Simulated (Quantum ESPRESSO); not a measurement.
The system is La2O3.

```
La O
1.0
     3.93078    0.00000    0.00000
    -1.96539    3.40415    0.00000
     0.00000    0.00000    6.11195
La O
2 3
Direct
  0.33333 0.66667 0.24624
  0.66667 0.33333 0.75376
  0.00000 0.00000 0.00000
  0.33333 0.66667 0.64589
  0.66667 0.33333 0.35411
```

The cell is a database's computed one.

Base run:

| Item | Value |
| --- | --- |
| Program | Quantum ESPRESSO 7.5 |
| Functional | PBE |
| Potentials or basis | SSSP 1.3 efficiency PBE |
| Cutoff | 748 eV |
| Density cutoff | 5987 eV |
| k mesh | 8 × 8 × 5 |
| Occupations | fermi-dirac, width 0.05 eV |
| Spin | no spin polarisation |

Its results: band gap on the k mesh 3.89 eV, indirect (least direct gap 4.06 eV); pressure 2.4 GPa; largest force 0.053 eV/Å.

The run is repeated on the same cell with these changes: functional from PBE to LDA; potentials or basis from SSSP 1.3 efficiency PBE to GBRV 1.5 LDA; cutoff from 748 eV to 612 eV; density cutoff from 5987 eV to 4898 eV. What comes out?

Band gap on the k mesh 3.82 eV, indirect (least direct gap 3.95 eV); pressure -5.9 GPa; largest force 0.143 eV/Å.

Caveats: spin-orbit coupling is left out, which moves the levels of the heavy elements; an odd mesh through Γ misses points on the zone boundary, where band edges often lie (some runs); some levels on the path didn't converge (some runs).

Not every run made on this cell is shown here.
